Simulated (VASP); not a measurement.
Output of a VASP run:

OSZICAR:
```
       N       E                     dE             d eps       ncg     rms          rms(c)
DAV:   1    -0.632159786990E+01   -0.63216E+01   -0.58353E-01   240   0.655E+00    0.369E+00
DAV:   2    -0.632434881996E+01   -0.27510E-02   -0.78084E-03   276   0.618E-01    0.230E+00
DAV:   3    -0.632347965062E+01    0.86917E-03   -0.56015E-04   276   0.185E-01    0.135E+00
DAV:   4    -0.632316002565E+01    0.31962E-03   -0.19975E-04   256   0.106E-01    0.787E-01
DAV:   5    -0.632305584319E+01    0.10418E-03   -0.67523E-05   264   0.631E-02    0.459E-01
DAV:   6    -0.632302425079E+01    0.31592E-04   -0.19580E-05   280   0.351E-02    0.268E-01
DAV:   7    -0.632301509830E+01    0.91525E-05   -0.60760E-06   276   0.204E-02    0.156E-01
DAV:   8    -0.632301270922E+01    0.23891E-05   -0.23276E-06   264   0.130E-02    0.890E-02
DAV:   9    -0.632301298530E+01   -0.27608E-06   -0.68128E-07   160   0.772E-03
   1 F= -.63230130E+01 E0= -.63230130E+01  d E =-.419241E-18
```

OUTCAR:
```
------------------------ aborting loop because EDIFF is reached ----------------------------------------
  FORCE on cell =-STRESS in cart. coord.  units (eV):
  Direction    XX          YY          ZZ          XY          YZ          ZX
  --------------------------------------------------------------------------------------
  Total        0.0565398      0.0565398      0.0565398     -0.0000000     -0.0000000     -0.0000000
  in kB        0.9163987      0.9163987      0.9163987     -0.0000000     -0.0000000     -0.0000000
  external PRESSURE =       0.9163987 kB  Pullay stress =       0.0000000 kB
  volume of cell :       98.85
      direct lattice vectors                 reciprocal lattice vectors
     4.623740416  0.000000000  0.000000000     0.216275117  0.000000000  0.000000000
     0.000000000  4.623740416  0.000000000     0.000000000  0.216275117  0.000000000
     0.000000000  0.000000000  4.623740416     0.000000000  0.000000000  0.216275117
 POSITION                                       TOTAL-FORCE (eV/Angst)
 -----------------------------------------------------------------------------------
      0.00000      0.00000      0.00000         0.000000      0.000000      0.000000
      2.31187      2.31187      2.31187         0.000000      0.000000      0.000000
 -----------------------------------------------------------------------------------
    total drift:                                0.000001      0.000001      0.000001
  FREE ENERGIE OF THE ION-ELECTRON SYSTEM (eV)
  ---------------------------------------------------
  free  energy   TOTEN  =        -6.3230129853 eV

  energy  without entropy=       -6.3230129853  energy(sigma->0) =       -6.32301299

  exchange ACFDT corr.  =         0.00000000  see jH, gK, PRB 81, 115126
```
(Selected blocks of OUTCAR.)

**POSCAR**
```
CsI
1
    4.6237404162     0.0000000000     0.0000000000
    0.0000000000     4.6237404162     0.0000000000
    0.0000000000     0.0000000000     4.6237404162
Cs I
1 1
Direct
  0.0000000000   0.0000000000   0.0000000000
  0.5000000000   0.5000000000   0.5000000000
```

### Question
Write an INCAR and KPOINTS that could have produced this output.

### Answer
Several could match; the one computed here: the input of the run itself, HSE06 screened hybrid, plane waves, VASP's PBE PAW potentials (set 64).

**KPOINTS**
```
Automatic mesh
0
Gamma
4 4 4
0 0 0
```

### INCAR
```
SYSTEM = CsI
PREC = Accurate
ENCUT = 520
EDIFF = 1E-6
NELM = 60
ALGO = Normal
LREAL = .FALSE.
LASPH = .TRUE.
ISMEAR = 0
SIGMA = 0.05
GGA = PE
HFSCREEN = 0.2
AEXX = 0.25
LHFCALC = .TRUE.
PRECFOCK = Fast
ISYM = 3
LMAXMIX = 4
LWAVE = .FALSE.
LCHARG = .FALSE.
ISIF = 2
```

POTCAR, in this order: Cs_sv I (PBE.64 set). Program: vasp_std. Read from the step before: WAVECAR.

The compound is CsI in the CsCl type structure. This cell is one point of a volume scan, at 0.97 of the reference volume. The cell's shape comes from a PBE relaxation.
